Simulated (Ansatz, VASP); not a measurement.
**One calculation of SnTe3, two programs**

Contents of INCAR:

```
ALGO = Normal ; EDIFF = 1E-6
ENCUT = 520 ; GGA = PE
ISIF = 2 ; ISMEAR = 0
LASPH = True ; LCHARG = True
LELF = True ; LREAL = False
LVHAR = True ; LWAVE = False
NBANDS = 24 ; NELM = 80
PREC = Accurate ; SIGMA = 0.2
```

KPOINTS

```
k-points
0
Gamma
  5 5 5
```

POSCAR

```
SnTe3
1.0
    0.0000000000      3.8612190000      3.8612190000
    3.8612190000      0.0000000000      3.8612190000
    3.8612190000      3.8612190000      0.0000000000
Sn Te
1 3
Direct
    0.0000000000      0.0000000000      0.0000000000
    0.2500000000      0.2500000000      0.2500000000
    0.7500000000      0.7500000000      0.7500000000
    0.5000000000      0.5000000000      0.5000000000
```

Input for Ansatz:

```yaml
crystal:
  lattice:
    - [0.0, 3.861219, 3.861219]
    - [3.861219, 0.0, 3.861219]
    - [3.861219, 3.861219, 0.0]
  atoms:
    - { symbol: Sn, position: [0.0, 0.0, 0.0] }
    - { symbol: Te, position: [0.25, 0.25, 0.25] }
    - { symbol: Te, position: [0.75, 0.75, 0.75] }
    - { symbol: Te, position: [0.5, 0.5, 0.5] }
basis:
  ecutwfc: 420
kpoints:
  mp_grid: { grid: [5, 5, 5] }
hamiltonian:
  xc: pbe
scf:
  occupations: { method: gaussian, width: 0.2 }
output:
  forces: true
  stress: true
  eigenvalues: true
```

Alike in both runs: task single point; functional PBE; k mesh 5 × 5 × 5; occupations gaussian, width 0.2 eV; no spin polarisation.

```csv
,VASP,Ansatz
version,VASP 6.6.1,Ansatz 0.2.0
potentials or method,"VASP PAW PBE potentials, release 64 (Sn_d, Te)","scalar-relativistic, plane waves, PAW"
plane-wave cutoff (eV),520,420
valence electrons in the cell,32,62
```

|  | VASP | Ansatz | Ansatz less VASP |
| --- | --- | --- | --- |
| gap on the k mesh at the Fermi level (eV) | none | none | - |
| pressure (GPa) | 0.2 | 0.3 | +0.06 |

A gap of «none» marks a metal or a gap that the smearing closes. The two sets of potentials don't hold the same shells in valence.

The runs have no spin-orbit coupling, so splittings on Te are missing.
